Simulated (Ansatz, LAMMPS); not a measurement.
# Al2O3 with crystalline order left by the classical run (155 atoms) in motion

Wanted: a short trajectory of Al2O3 with crystalline order left by the classical run (155 atoms) with its pair distributions.

Main program and level: Ansatz 0.2.0; Kohn-Sham DFT, revPBE, PAW (set soft_2), plane waves.

## Step 1: Set-up

The cell holds 155 atoms: 62 Al and 93 O. Its edges and angles: a = 11.604 Å, b = 11.604 Å, c = 11.604 Å, α = 90.0°, β = 90.0°, γ = 90.0°. 155 atoms (62 Al, 93 O) placed at random at 3.36 g/cm³, melted at 5000 K for 10 ps at fixed volume with the Morse and Coulomb pair potential with partial charges (Pedone, Malavasi, Menziani, Cormack and Segre, J. Phys. Chem. B 110, 11780 (2006)). Quenched from 5000 K to 300 K at 20 K/ps and fixed volume, held 5 ps, then minimised at fixed cell.

Limits known from the start: The quench rate of 20 K/ps is many orders above laboratory rates, so the cell is likely richer in defects and strain than a real sample. The starting topology of bonds comes from the classical model. The Brillouin zone is sampled at Γ only, in a cell whose shortest periodic width is 12 Å.

## Step 2: Single point at the start

A single point comes first, to see the forces before anything moves.

input.yaml reads:

```yaml
crystal:
  lattice:
    - [11.6041, 0.0, 0.0]
    - [0.0, 11.6041, 0.0]
    - [0.0, 0.0, 11.6041]
  atoms:
    - { symbol: Al, position: [0.65499, 0.2939, 0.50163] }
    - { symbol: Al, position: [0.72357, 0.22273, 0.01758] }
    - { symbol: Al, position: [0.77202, 0.03779, 0.86618] }
    - { symbol: Al, position: [0.65736, 0.97354, 0.11189] }
    [... 145 atom lines left out ...]
    - { symbol: O, position: [0.626, 0.28127, 0.91226] }
    - { symbol: O, position: [0.9591, 0.50265, 0.1029] }
    - { symbol: O, position: [0.51918, 0.32912, 0.44228] }
    - { symbol: O, position: [0.55922, 0.51347, 0.57315] }
    - { symbol: O, position: [0.67862, 0.01951, 0.74731] }
    - { symbol: O, position: [0.83589, 0.17147, 0.84077] }
kpoints:
  mp_grid: { grid: [1, 1, 1] }
hamiltonian:
  xc: revpbe
scf:
  occupations: { method: fermi_dirac, width: 0.078 }
output:
  forces: true
```

The run is started by

```bash
$ ansatz run input.yaml --threads 4 --pin off --max-ram 8192MiB --backend cpu --events-out ev --progress --plain --runs-dir out
```

The job ended after 16 s (4 threads of Arm Neoverse V2, shared host; peak memory 2.3 GiB; 61 s of CPU time).

The run gave:

```yaml
free_energy: -86550.3775 eV
free_energy_per_atom: -558.3895 eV/atom
scf_cycles: 8
r_m_s_force_component: 0.4192 eV/Å
longest_force: 1.649 eV/Å
fermi_energy: 8.451 eV
```

The r.m.s. force component of 0.42 eV/Å sets the starting point.

Neighbours are counted within 2.27 Å (O-Al).

Length of the force by element and coordination:

```
element  coordination  atoms  mean length of the force (eV/Å)  spread   least   most
     Al           all     62                            0.516   0.214   0.169   1.25
     Al             4     37                            0.504   0.203   0.169   1.06
     Al             5     21                            0.532   0.235   0.263   1.25
     Al             6      4                            0.535   0.195   0.326  0.828
      O           all     93                            0.757   0.312  0.0891   1.65
      O             2      9                             1.05   0.294   0.466   1.44
      O             3     77                            0.707   0.280  0.0891   1.32
      O             4      7                            0.928   0.386   0.436   1.65
```

## Step 3: Dynamics at 900 K

A Langevin thermostat couples each atom to a heat bath, at the price of damped dynamics. The time step is 1.0 fs.

Changes to input.yaml since step 2:

```diff
@@ -15 +15,8 @@
   forces: true
+md:
+  timestep: 1.0
+  n_steps: 174
+  ensemble: nvt_langevin
+  temperature: 900
+  initial_velocities: maxwell_boltzmann
+  seed: 716
```

Elapsed: 37 min, on 4 threads; peak memory 2.6 GiB.

The program notes that it switched symmetry off.

Rows from the run:

```
time (fs)  T (K)  potential (meV/atom)
      0.0    894                   0.0
     12.0    503                  63.0
     23.0    551                  61.5
     35.0    597                  62.5
     46.0    610                  66.3
     58.0    633                  70.1
     70.0    688                  69.9
     81.0    697                  75.7
     93.0    799                  70.3
    104.0    797                  70.2
    116.0    736                  80.0
    128.0    726                  85.5
    139.0    785                  82.2
    151.0    858                  78.6
    162.0    798                  82.1
    174.0    800                  89.4
```

Mean square displacement from the first frame to the last: Al 0.048 Å², O 0.047 Å².

Mean square displacement against time lag:

```
time lag (fs)  Al (Å²)   O (Å²)
          1.0   6.6e-5   1.1e-4
          4.0  0.00103  0.00169
          8.0  0.00392  0.00635
         11.0  0.00705   0.0113
         15.0   0.0121   0.0189
         18.0   0.0163   0.0249
         22.0   0.0220   0.0325
         26.0   0.0275   0.0393
         29.0   0.0313   0.0435
         33.0   0.0359   0.0482
         36.0   0.0389   0.0510
         40.0   0.0425   0.0540
         44.0   0.0455   0.0565
         47.0   0.0475   0.0582
         51.0   0.0499   0.0604
         54.0   0.0516   0.0620
         58.0   0.0536   0.0639
         61.0   0.0550   0.0653
         65.0   0.0567   0.0668
         69.0   0.0583   0.0681
         72.0   0.0593   0.0688
         76.0   0.0606   0.0696
         79.0   0.0614   0.0700
         83.0   0.0625   0.0705
         87.0   0.0634   0.0710
```

Over the second half of 174 fs the temperature averages 777 K with swings of 47 K r.m.s. From first frame to last Al has the largest mean square displacement, 0.048 Å² at the end; the farthest move is 0.50 Å. The count of bonds goes from 292 in the first frame to 303 in the last, by one set of cutoffs: 2 pairs passed out of them and 13 came within. The run spans 0.17 ps, too short for its means to be equilibrium values.

## Step 4: Structure statistics late in the run

The g(r) is a mean over the second half; what follows it is taken at the last frame.

Bonds before and after, by the cutoffs listed below:

```
pair  bonds before  bonds after  mean before (Å)  mean after (Å)  spread before (Å)  spread after (Å)
O-Al           292          303            1.874           1.903              0.154             0.155
```

Density 3.36 g/cm³, 10.08 Å³ an atom.

Mean of 14 frames. Pair distribution functions g(r), in bins of 0.2 Å:

```
r (Å)  total   O-O  O-Al  Al-Al
 1.60   0.17  0.00  0.36   0.00
 1.80   2.77  0.00  5.75   0.00
 2.00   1.15  0.00  2.39   0.00
 2.20   0.23  0.02  0.46   0.00
 2.40   0.31  0.53  0.24   0.01
 2.60   0.87  1.99  0.28   0.12
 2.80   1.52  3.11  0.32   1.58
 3.00   1.40  2.27  0.37   2.55
 3.20   1.17  1.17  0.71   2.52
 3.40   1.08  0.74  1.03   1.97
 3.60   0.99  0.57  1.35   0.89
 3.80   0.86  0.41  1.31   0.55
 4.00   0.84  0.35  1.33   0.48
 4.20   0.86  0.41  1.31   0.51
 4.40   1.02  0.74  1.31   0.79
 4.60   1.08  1.11  1.11   0.91
 4.80   1.08  1.38  0.91   0.90
 5.00   0.97  1.32  0.73   0.89
 5.20   0.97  1.38  0.67   0.96
 5.40   1.02  1.45  0.64   1.18
 5.60   1.06  1.33  0.76   1.33
```

Bonds by pair of elements; cutoffs follow the first minimum of g(r), held within bounds set by covalent radii, and pairs that aren't listed don't count as bonded:

```
pair A-B  cutoff (Å)  bonds  mean length (Å)  spread (Å)  shortest (Å)  B about A  A about B
    O-Al        2.48    303             1.90       0.155          1.61       3.26       4.89
```

How many atoms have how many bonded neighbours:

```
element  mean  2   3   4   5   6
     Al  4.89  0   0  22  25  15
      O  3.26  1  68  23   1   0
```

Bond angles (no mean is given where the spread exceeds 20°):

```
  angle  count  mean (°)  spread (°)
 O-Al-O    607         -           -
Al-O-Al    353       113        17.8
```

Oxygen atoms by the number of network formers (Si, P, Ge, B, Al, As, Ga) bound to them:

```
network formers bound to O  O atoms  per cent
                         0        0         0
                         1        0         0
                         2        1       1.1
                         3       68      73.1
                         4       23      24.7
                         5        1       1.1
```

Network units: each former by its oxygen neighbours and how many of them bridge to another former:

```
former  O neighbours  bridging O  atoms
    Al             4           4     22
    Al             5           5     25
    Al             6           6     15
```

Bond length by coordination (bonds to H left out):

```
element  coordination  atoms  mean bond length (Å)
     Al             4     22                  1.81
     Al             5     25                  1.91
     Al             6     15                  1.98
      O             2      1                  1.80
      O             3     68                  1.87
      O             4     23                  1.97
      O             5      1                  2.12
```

Rings of the network by King's shortest-path rule, up to 12 atoms, one path for each pair of neighbours; H, halogens, alkali and alkaline-earth atoms are left out, and the last column divides by all other atoms, bonded or not:

```
ring size (atoms)  rings  per network atom
                4     62               0.4
                6    161              1.04
                8    159              1.03
               10      6             0.039
```

First main peaks of g(r), for some of the pairs, lie near 2.8 Å (O-O), 1.8 Å (O-Al) and 3.0 Å (Al-Al). With the cutoffs above, 40 % of Al atoms have 5 and 73 % of O atoms have 3 bonded neighbours. 1 % of the oxygens bridge two formers (Al) and 0 % are non-bridging; 73 % join three; 25 % join four; 1 % join five. The commonest Al unit has 5 oxygens, 5 of them shared with other formers (25 of 62 atoms). Bonds at O atoms with 3 neighbours average 1.87 Å, against 1.97 Å at those with 4. Rings of 6 atoms are the most common (41 % of those counted); sizes run from 4 to 10.

## Step 5: Single point at the last frame

The last frame is solved again with fuller output, to read the electronic structure of a thermally displaced geometry.

input.yaml reads:

```yaml
crystal:
  lattice:
    - [11.6041, 0.0, 0.0]
    - [0.0, 11.6041, 0.0]
    - [0.0, 0.0, 11.6041]
  atoms:
    - { symbol: Al, position: [0.65905, 0.28686, 0.49768] }
    - { symbol: Al, position: [0.75342, 0.20954, 0.99272] }
    - { symbol: Al, position: [0.77887, 0.02345, 0.84738] }
    - { symbol: Al, position: [0.65857, 0.9805, 0.10159] }
    [... 145 atom lines left out ...]
    - { symbol: O, position: [0.64822, 0.28255, 0.88276] }
    - { symbol: O, position: [0.96714, 0.50989, 0.1108] }
    - { symbol: O, position: [0.51394, 0.32036, 0.4516] }
    - { symbol: O, position: [0.5541, 0.5223, 0.57727] }
    - { symbol: O, position: [0.66217, 0.03652, 0.73989] }
    - { symbol: O, position: [0.8398, 0.1659, 0.8377] }
kpoints:
  mp_grid: { grid: [1, 1, 1] }
hamiltonian:
  xc: revpbe
scf:
  occupations: { method: fixed }
output:
  forces: true
  stress: true
  populations: true
  dos:
    method: { smearing: { sigma: 0.1 } }
    de: 0.1
    projected: { site_lists: { Al: [Al], O: [O] } }
  eigenvalues: true
  write_density: true
  write_potential: true
  volumetric_format: npy
  elf: true
```

It took 32 s on 4 threads; peak memory 2.3 GiB; 2.1 min of CPU time.

The run gave:

```yaml
free_energy: -86536.5259 eV
free_energy_per_atom: -558.3002 eV/atom
scf_cycles: 9
pressure: 2.823 GPa
r_m_s_force_component: 1.216 eV/Å
longest_force: 6.489 eV/Å
fermi_energy: 6.663 eV
spacing_of_highest_filled_and_lowest_empty_level: 3.307 eV
spilling_of_the_projection: 0.008283
```

Neighbours are counted within 2.48 Å (O-Al), the cutoffs taken from the dynamics.

Length of the force by element and coordination:

```
element  coordination  atoms  mean length of the force (eV/Å)  spread  least  most
     Al           all     62                             1.98   0.993  0.447  4.64
     Al             4     22                             1.77   0.683  0.667  3.56
     Al             5     25                             1.98    1.23  0.447  4.64
     Al             6     15                             2.28   0.853  0.834  4.03
      O           all     93                             1.77   0.989  0.269  6.49
      O             2      1                             2.52       0   2.52  2.52
      O             3     68                             1.74    0.99  0.378  6.49
      O             4     23                             1.89   0.996  0.269  5.02
      O             5      1                             1.05       0   1.05  1.05
```

Löwdin charges by element and coordination (they lack the spilled electrons, 0.040 e an atom on average):

```
element  coordination  atoms  mean charge (e)  spread   least    most
     Al           all     62             1.33  0.0296    1.25    1.41
     Al             4     22             1.35  0.0211    1.31    1.41
     Al             5     25             1.32  0.0197    1.29    1.38
     Al             6     15             1.30  0.0193    1.25    1.32
      O           all     93           -0.820  0.0179  -0.865  -0.775
      O             2      1           -0.805       0  -0.805  -0.805
      O             3     68           -0.826  0.0156  -0.865  -0.795
      O             4     23           -0.804  0.0135  -0.825  -0.775
      O             5      1           -0.793       0  -0.793  -0.793
```

States in the cell by windows of 1 eV, zero at the Fermi level; the larger projections on atomic orbitals stand beside the total:

```
from (eV)  to (eV)  total   O p  Al p  Al s
      -10       -8    0.0   0.0   0.0   0.0
       -8       -7    6.6   5.0   0.4   1.1
       -7       -6   55.2  41.1   4.4   8.3
       -6       -5   67.4  51.2   8.8   5.2
       -5       -4   81.8  65.7  10.5   3.0
       -4       -3   93.3  80.7   8.6   1.6
       -3       -2  103.8  95.0   5.4   0.9
       -2       -1   95.3  90.1   2.7   0.5
       -1        0   52.6  50.4   1.0   0.2
        0        1    1.8   1.8   0.0   0.0
        1        3    0.0   0.0   0.0   0.0
        3        4    2.0   0.1   0.1   1.2
        4        5    3.8   0.8   1.2   0.9
```

With fixed occupations the program's Fermi level is the highest filled level; weight inside the gap is the broadening of levels at its edges.

Between -20 and -10 eV lie 186 more states.

The levels nearest the highest filled one (over half full), pooled over k-points and spins:

```
level less the highest filled one (eV)  occupation
                                -0.404           2
                                -0.365           2
                                -0.312           2
                                -0.300           2
                               -0.0421           2
                                     0           2
                                  3.31           0
                                  4.78           0
                                  4.91           0
                                  5.11           0
                                  5.28           0
                                  5.45           0
```

Mean Löwdin charges: Al +1.33, O -0.82 e (they miss 0.83 % of the electrons, so they add up to more than the cell's charge). The largest share in the top eV of filled states is O p (97 % of the projected weight), and in the lowest eV of empty states Al s (60 % of the projected weight).

## Step 6: What came out

```json
{
 "mean temperature, second half": "776.6 K",
 "temperature swing, second half": "47.31 K",
 "free energy per atom": "-558.3002 eV/atom",
 "pressure": "2.823 GPa",
 "r.m.s. force component": "1.216 eV/Å",
 "gap (highest filled to lowest empty level)": "3.307 eV",
 "wall time of the 3 DFT runs": "38 min"
}
```

In words: Over the second half of 174 fs the temperature averages 777 K with swings of 47 K r.m.s. The count of bonds goes from 292 in the first frame to 303 in the last, by one set of cutoffs: 2 pairs passed out of them and 13 came within. The run spans 0.17 ps, too short for its means to be equilibrium values. With the cutoffs above, 40 % of Al atoms have 5 and 73 % of O atoms have 3 bonded neighbours. 1 % of the oxygens bridge two formers (Al) and 0 % are non-bridging; 73 % join three; 25 % join four; 1 % join five. The highest filled and lowest empty levels differ by 3.31 eV (at Γ alone); a semilocal functional tends to put such gaps too low. In a disordered cell it changes from sample to sample, and tail or defect levels can set it.

What to keep in mind: The starting topology of bonds comes from the classical model; in DFT 2 of its 292 bonded pairs passed out of the cutoffs and 13 came within them. The stress is far from hydrostatic: its diagonal is 7.2, 3.2, -2.0 GPa, compression counted positive. The pressure of 2.8 GPa is that of one thermal frame at a volume set beforehand, without the kinetic term.

[Logs are printed without paths, hosts, clocks, repeated set-up lines and the standing remarks that a program may print on its own settings, such as how far it seeks lower states.]

[Hosts, paths, dates, database ids (printed as entryN), source tags and the programs' standing remarks are cut or masked in the printed files.]
